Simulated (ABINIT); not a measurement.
The system is TaN.

```
Ta N
1.0
     2.93800    0.00000    0.00000
    -1.46900    2.54438    0.00000
     0.00000    0.00000    2.88300
Ta N
1 1
Direct
  0.00000 0.00000 0.50000
  0.66667 0.33333 0.00000
```

| Item | Value |
| --- | --- |
| Program | ABINIT 10.8.3 (patched build) |
| Task | single point |
| Functional | PBEsol |
| Potentials or basis | PseudoDojo NC SR PBEsol v0.4.1 standard |
| Cutoff | 1143 eV |
| k mesh | 10 × 10 × 9 |
| Occupations | fermi-dirac, width 0.05 eV |
| Spin | no spin polarisation |

On this cell: pressure -5.1 GPa; largest force under 0.003 eV/Å; band gap on the k mesh none (metal or under the smearing width).

The same run follows on a disturbed copy (atoms moved at random, drawn with an rms of 0.05 Å):

```
Ta N
1.0
     2.93800    0.00000    0.00000
    -1.46900    2.54438    0.00000
     0.00000    0.00000    2.88300
Ta N
1 1
Direct
  0.01144 0.00833 0.48326
  0.65255 0.33881 0.00587
```

Problem. What does the disturbed cell give?

Solution. The energy (extrapolated to zero smearing) moves by +31.1 meV/atom; pressure -3.6 GPa; largest force 1.303 eV/Å; band gap on the k mesh none (metal or under the smearing width).

Forces on the atoms (eV/Å):
```
Ta  -0.926 -0.130  0.908
N    0.926  0.130 -0.908
```

Stress tensor (GPa, compression positive):
```
-3.41  0.92 -1.67
 0.92 -4.10 -0.30
-1.67 -0.30 -3.15
```
